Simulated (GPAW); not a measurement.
A run of GPAW 26.7.0 is set up as follows.

run.py

```python
from ase import Atoms
from ase.eos import EquationOfState
from ase.io import Trajectory
from ase.units import GPa
from gpaw import GPAW, PW, setup_paths

setup_paths.insert(0, '.')

atoms = Atoms(['Cd', 'S'],
              cell=[[0.0, 2.9165, 2.9165],
                    [2.9165, 0.0, 2.9165],
                    [2.9165, 2.9165, 0.0]],
              scaled_positions=[[0.0, 0.0, 0.0],
                                [0.75, 0.75, 0.75]],
              pbc=True)

traj = Trajectory('eos.traj', 'w')
volumes, energies = [], []
for x in [0.94, 0.96, 0.98, 1.0, 1.02, 1.04, 1.06]:
    a = atoms.copy()
    a.set_cell(atoms.cell * x**(1 / 3), scale_atoms=True)
    calc = GPAW(mode=PW(600),
                xc='GGA_X_SOGGA+GGA_C_PBE_SOL',
                kpts={'size': (6, 6, 6), 'gamma': True},
                occupations={'name': 'fermi-dirac', 'width': 0.05},
                nbands=18,
                convergence={'density': 1e-05, 'energy': 1e-05},
                maxiter=150,
                txt=f'eos-{x:.2f}.txt')
    a.calc = calc
    energies.append(a.get_potential_energy(force_consistent=True))
    volumes.append(a.get_volume())
    p = -a.get_stress()[:3].mean() / GPa
    calc.write(f'eos-{x:.2f}.gpw')
    traj.write(a)
    print(f'{x:.2f} {volumes[-1]:10.4f} A^3 {energies[-1]:14.6f} eV {p:9.3f} GPa', flush=True)

v0, e0, B = EquationOfState(volumes, energies, eos='birchmurnaghan').fit()
print(f'V0 = {v0:.4f} A^3, E0 = {e0:.6f} eV, B0 = {B / GPa:.2f} GPa')
```

Potentials or basis: PAW data sets generated in the run's folder for this functional, pw.

Command:

```console
$ gpaw-setup -f GGA_X_SOGGA+GGA_C_PBE_SOL Cd S
$ OMP_NUM_THREADS=1 python run.py
```

**Question.** Predict the equilibrium volume.

**Answer.** 24.58 Å³/atom.

**Question.** Estimate the pressure derivative of the bulk modulus.

**Answer.** 4.6.

**Question.** Estimate the bulk modulus.

**Answer.** 63 GPa.

Energy against volume, from the lowest point:
| volume (Å³/atom) | energy (meV/atom) |
| --- | --- |
| 23.319 | 13.45 |
| 23.815 | 4.48 |
| 24.312 | 0.16 |
| 24.808 | 0.00 |
| 25.304 | 3.58 |
| 25.800 | 10.46 |
| 26.296 | 20.30 |
